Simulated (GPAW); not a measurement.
# TePb (Fm-3m) in GPAW: settings compared, part 3 of 3

GPAW 26.7.0.

## 5. Equation of state, PBE

run.py

```python
from ase.eos import EquationOfState
from ase.io import Trajectory, read
from ase.units import GPa
from gpaw import GPAW, PW

atoms = read('TePb.xyz')

traj = Trajectory('eos.traj', 'w')
volumes, energies = [], []
for x in [0.94, 0.96, 0.98, 1.0, 1.02, 1.04, 1.06]:
    a = atoms.copy()
    a.set_cell(atoms.cell * x**(1 / 3), scale_atoms=True)
    calc = GPAW(mode=PW(600),
                xc='PBE',
                kpts={'size': (6, 6, 6), 'gamma': True},
                occupations={'name': 'fermi-dirac', 'width': 0.05},
                nbands=19,
                convergence={'density': 1e-05, 'energy': 1e-05},
                maxiter=150,
                txt=f'eos-{x:.2f}.txt')
    a.calc = calc
    energies.append(a.get_potential_energy(force_consistent=True))
    volumes.append(a.get_volume())
    p = -a.get_stress()[:3].mean() / GPa
    calc.write(f'eos-{x:.2f}.gpw')
    traj.write(a)
    print(f'{x:.2f} {volumes[-1]:10.4f} A^3 {energies[-1]:14.6f} eV {p:9.3f} GPa', flush=True)

v0, e0, B = EquationOfState(volumes, energies, eos='birchmurnaghan').fit()
print(f'V0 = {v0:.4f} A^3, E0 = {e0:.6f} eV, B0 = {B / GPa:.2f} GPa')
```

TePb.xyz

```xyz
2
Lattice="0.0000000000 3.2310000000 3.2310000000 3.2310000000 0.0000000000 3.2310000000 3.2310000000 3.2310000000 0.0000000000" Properties=species:S:1:pos:R:3 pbc="T T T"
Pb     0.0000000000      0.0000000000      0.0000000000
Te     3.2310000000      3.2310000000      3.2310000000
```

Potentials or basis: GPAW PAW data sets (gpaw-data 1.2.1), pw.

Started as:

```sh
OMP_NUM_THREADS=1 python run.py
```

The program printed:

```text
__  _  _
 | _ |_)|_||  |
 |__||  | ||/\| - 26.7.0

Input parameters:
  mode=PW(ecut=600.0),
  convergence={'density': 1e-05, 'energy': 1e-05},
  kpts=MonkhorstPack(size=(6, 6, 6), gamma=True),
  maxiter=150,
  nbands=19,
  occupations=Occupations(name='fermi-dirac', width=0.05),
  xc=XC(name='PBE')

Diagonalizing LCAO Hamiltonian
Converting LCAO to pw mode

                 Te

       Pb

Atoms  # Å, Bohr magnetons
|   | symbol |        x |        y |        z |    initial magnetic moments |
|---|--------|----------|----------|----------|-----------------------------|
| 0 |     Pb | 0.000000 | 0.000000 | 0.000000 | ( 0.0000,  0.0000,  0.0000) |
| 1 |     Te | 3.187332 | 3.187332 | 3.187332 | ( 0.0000,  0.0000,  0.0000) |

Unit cell  # Å
| periodic |        x |        y |        z |  lengths |    angles |
|----------|----------|----------|----------|----------|-----------|
|      yes | 0.000000 | 3.187332 | 3.187332 | 4.507569 | 60.000000 |
|      yes | 3.187332 | 0.000000 | 3.187332 | 4.507569 | 60.000000 |
|      yes | 3.187332 | 3.187332 | 0.000000 | 4.507569 | 60.000000 |

Number of symmetries: 48
Symmetry operations  # r_c * U_cc + t_c -> r_c
|    | kind |            matrix            |
|----|------|------------------------------|
|  0 |  σ   |  1, 0, 0,  1, 0,-1,  1,-1, 0 |
|  1 |  C2  |  1, 0, 0,  1,-1, 0,  1, 0,-1 |
|  2 |  E   |  1, 0, 0,  0, 1, 0,  0, 0, 1 |
|  3 |  σ   |  1, 0, 0,  0, 0, 1,  0, 1, 0 |
|  4 |  C4  |  1, 0,-1,  1, 0, 0,  1,-1, 0 |
|  5 |  S6  |  1, 0,-1,  1,-1, 0,  1, 0, 0 |
|  6 |  σ   |  1, 0,-1,  0, 1,-1,  0, 0,-1 |
[... 161 lines left out ...]
poisson solver:
  ecut: 4800.0  # eV

xc functional:
  name: PBE with 2 nearest neighbor stencil

convergence criteria:
- Maximum integral of absolute [dens]ity change: 1e-05 electrons / valence electron
- Maximum [total energy] change in last 3 cyles: 1e-05 eV / valence electron
- Maximum integral of absolute [eigenst]ate change: 4e-08 eV^2 / valence electron
maximum number of iterations: 150

SCF iterations
|iter     | |      energy | eigst |  dens |
|---------|-|-------------|-------|-------|
|iter:   1| |   -7.841887 | -0.11 |       |
|iter:   2| |   -7.824612 | -2.00 | -1.38 |
|iter:   3| |   -7.750507 | -2.18 | -1.42 |
|iter:   4| |   -7.752075 | -3.76 | -2.02 |
|iter:   5| |   -7.752468 | -4.36 | -2.46 |
|iter:   6| |   -7.752478 | -5.85 | -3.32 |
|iter:   7| |   -7.752479c| -6.76 | -3.83 |
|iter:   8| |   -7.752479c| -7.87c| -4.64 |
|iter:   9| |   -7.752479c| -8.02c| -5.41c|

Converged in 9 steps
Energy contributions relative to reference atoms: (reference = -752065.146798)

Energy contributions:
  Kinetic:          23.521531
  Coulomb:         -23.130064
  Zero:              0.139411
  External:          0.000000
  Xc:               -8.283323
  Entropy:          -0.000067
  Spinorbit:         0.000000
  ----------------------------
  Free energy:      -7.752513
  Extrapolated:     -7.752479

dipole moment: (-26.949007, -26.949007, -26.949007)  # |e|*Ang

Fermi level: 6.552
Eigenvalues  # (at kpt = [0.000, 0.000, 0.000])
| band index |      eig [eV] | occ [0-2] |
|------------|---------------|-----------|
|          0 |       -10.583 |     2.000 |
|        ... |               |           |
|          2 |       -10.567 |     2.000 |
|          3 |       -10.567 |     2.000 |
|          4 |       -10.567 |     2.000 |
|          5 |        -6.136 |     2.000 |
|          6 |         0.791 |     2.000 |
|          7 |         4.685 |     2.000 |
[... 9 lines left out ...]
|         17 |        14.016 |     0.000 |
|         18 |        14.272 |     0.000 |

Gap: 0.596 eV
Transition (v -> c):
  (s=0, k=15, n=9, [0.50, 0.50, 0.50]) -> (s=0, k=15, n=10, [0.50, 0.50, 0.50])
No difference between direct/indirect transitions

Stress tensor  # eV/Ang^3
|         x |         y |         z |
|-----------|-----------|-----------|
| -0.024741 |  0.000000 |  0.000000 |
|  0.000000 | -0.024741 |  0.000000 |
|  0.000000 |  0.000000 | -0.024741 |

# Writing to eos-0.96.gpw (mode='')
```

Run time: 84 s. Hardware: 1 thread of AMD EPYC 7B13 (Zen 3), shared host; peak memory 0.28 GiB.

Results:

| Item | Value |
| --- | --- |
| Equilibrium volume | 35.23 Å³/atom |
| Bulk modulus | 39 GPa |
| Pressure derivative of the bulk modulus | 4.5 |

Energy against volume, from the lowest point:
```csv
volume (Å³/atom),energy (meV/atom)
31.706,51.85
32.380,32.58
33.055,18.23
33.730,8.31
34.404,2.37
35.079,0.00
35.753,0.85
```

## 6. Band structure, LDA, spin-orbit coupling, no magnetisation

run.py

```python
import numpy as np
from ase import Atoms
from ase.dft.bandgap import bandgap
from ase.io import write
from ase.units import GPa
from gpaw import GPAW, PW
from gpaw.spinorbit import soc_eigenstates

atoms = Atoms(['Pb', 'Te'],
              cell=[[0.0, 3.231, 3.231],
                    [3.231, 0.0, 3.231],
                    [3.231, 3.231, 0.0]],
              scaled_positions=[[0.0, 0.0, 0.0],
                                [0.5, 0.5, 0.5]],
              pbc=True)

calc = GPAW(mode=PW(600),
            xc='LDA',
            kpts={'size': (6, 6, 6), 'gamma': True},
            occupations={'name': 'fermi-dirac', 'width': 0.05},
            nbands=19,
            convergence={'density': 1e-05, 'energy': 1e-05},
            maxiter=150,
            txt='gpaw.txt')
atoms.calc = calc
energy = atoms.get_potential_energy()
forces = atoms.get_forces()
stress = atoms.get_stress()
calc.write('gs.gpw')
write('result.traj', atoms)
print(f'Energy: {energy:.6f} eV')
print('Forces (eV/A):')
print(forces.round(4))
print('Stress (GPa):', (stress / GPa).round(3))
print('Fermi level:', round(calc.get_fermi_level(), 4), 'eV')
print(f'Gap: {bandgap(calc)[0]:.4f} eV, direct: {bandgap(calc, direct=True)[0]:.4f} eV')

path = atoms.cell.bandpath('GXWKGLUWLK,UX', npoints=100, eps=1e-4)
bs_calc = calc.fixed_density(kpts=path, symmetry='off', nbands=32,
                             convergence={'bands': 'CBM+6.0', 'eigenstates': 1e-6}, txt='bands.txt')
bs = bs_calc.band_structure()
bs.write('bs.json')
print(f'Gap on the path: {bandgap(bs_calc)[0]:.4f} eV')

soc = soc_eigenstates(bs_calc, theta=0, phi=0)
np.savetxt('soc_bands.dat', soc.eigenvalues(), fmt='%.4f')
mesh = soc_eigenstates('gs.gpw', theta=0, phi=0)
np.savetxt('soc_mesh.dat', mesh.eigenvalues(), fmt='%.4f')
print('Fermi level with spin-orbit coupling:', round(mesh.fermi_level, 4), 'eV')
```

Potentials or basis: the program's PAW data sets (release 1.2.1) made for this functional, pw.

Started as:

```sh
OMP_NUM_THREADS=1 python run.py
```

Wall time 74 s (1 thread of AMD EPYC 7B13 (Zen 3), shared host); peak memory 0.38 GiB.

The run converged. Its results:

```yaml
Free_energy: -9.0933 eV
Pressure: -2.0 GPa
Band_gap_on_the_k_mesh: 0.16 eV, indirect (least direct gap 0.43 eV)
Band_gap_along_the_path: 0.11 eV, indirect (least direct gap 0.35 eV)
```

Levels at the corners of the path, in eV from the valence-band top:
```tsv
point	band 16	band 17	band 18	band 19	band 20	band 21	band 22	band 23	band 24	band 25
Γ	-2.24	-0.90	-0.89	-0.89	-0.89	2.17	2.19	4.86	4.86	4.87
X	-4.57	-3.28	-3.28	-2.39	-2.39	3.32	3.32	4.25	4.25	6.30
W	-3.96	-3.78	-3.78	-0.32	-0.32	1.39	1.39	5.18	5.18	5.27
K	-4.20	-2.66	-2.66	-1.81	-1.81	2.87	2.87	4.14	4.14	5.17
Γ	-2.24	-0.90	-0.89	-0.89	-0.89	2.17	2.19	4.86	4.86	4.87
L	-1.26	-0.55	-0.55	-0.37	-0.37	0.13	0.13	1.32	1.32	1.91
U	-4.20	-2.66	-2.66	-1.81	-1.81	2.87	2.87	4.14	4.14	5.17
W	-3.96	-3.78	-3.78	-0.32	-0.32	1.39	1.39	5.18	5.18	5.27
L	-1.26	-0.55	-0.55	-0.37	-0.37	0.13	0.13	1.32	1.32	1.91
K	-4.20	-2.66	-2.66	-1.81	-1.81	2.87	2.87	4.14	4.14	5.17
U	-4.20	-2.66	-2.66	-1.81	-1.81	2.87	2.87	4.14	4.14	5.17
X	-4.57	-3.28	-3.28	-2.39	-2.39	3.32	3.32	4.25	4.25	6.30
```

Caveat: spin-orbit coupling was added after a scalar SCF, so levels and gaps hold it while energy, forces, pressure and moments don't; this program's spin-orbit splittings come out too wide for heavy elements.

## 7. Summary

```csv
task,level,potentials or basis,spin,band path,band points,spin axis theta (degrees),spin axis phi (degrees),soc after scf,gap on the mesh (eV),pressure (GPa)
equation of state,RPBE,"the program's PAW data sets (release 1.2.1) made for this functional, pw",off,-,-,-,-,-,-,-
band structure,vdW-DF-cx,"GPAW PAW data sets (gpaw-data 1.2.1), pw","SOC, no magnetisation","GXWKGLUWLK,UX",80,0,0,second variation,0.18,-
band structure,WC,"PAW data sets generated in the run's folder for this functional, pw","SOC, no magnetisation","GXWKGLUWLK,UX",60,0,0,second variation,0.17,-0.6
equation of state,PBE,"GPAW PAW data sets (gpaw-data 1.2.1), pw",off,-,-,-,-,-,-,-
band structure,LDA,"the program's PAW data sets (release 1.2.1) made for this functional, pw","SOC, no magnetisation","GXWKGLUWLK,UX",100,0,0,second variation,0.16,-2.0
```

Alike in all rows: cell as given; k mesh 6 × 6 × 6; cutoff (eV) 600; smearing fermi-dirac 0.05 eV.

Caveats: spin-orbit coupling was added after a scalar SCF, so levels and gaps hold it while energy, forces, pressure and moments don't (some runs); this program's spin-orbit splittings come out too wide for heavy elements (some runs); the minimum lies outside the volumes run (some runs); the PAW data sets were made with another functional, which shifts forces and pressure a little (some runs).

Absolute energies hang on the potentials; compare differences alone.

## 8. How close it comes

Step 3. A measured direct gap of TePb is 0.19 eV (direct; 4.2 K; a printed reference work, monograph); the calculated 0.31 eV misses it by +0.12 eV. The value is that of vdW-DF-cx, without temperature or zero-point motion.

Step 4. Measured direct gap of TePb: 0.19 eV (direct; 4.2 K; a printed reference work, monograph). This calculation gives 0.36 eV (+0.17 eV). The value is that of WC, without temperature or zero-point motion.

Step 6. Measured direct gap of TePb: 0.19 eV (direct; 4.2 K; a printed reference work, monograph). This calculation gives 0.35 eV (+0.16 eV). The value is that of LDA, without temperature or zero-point motion.
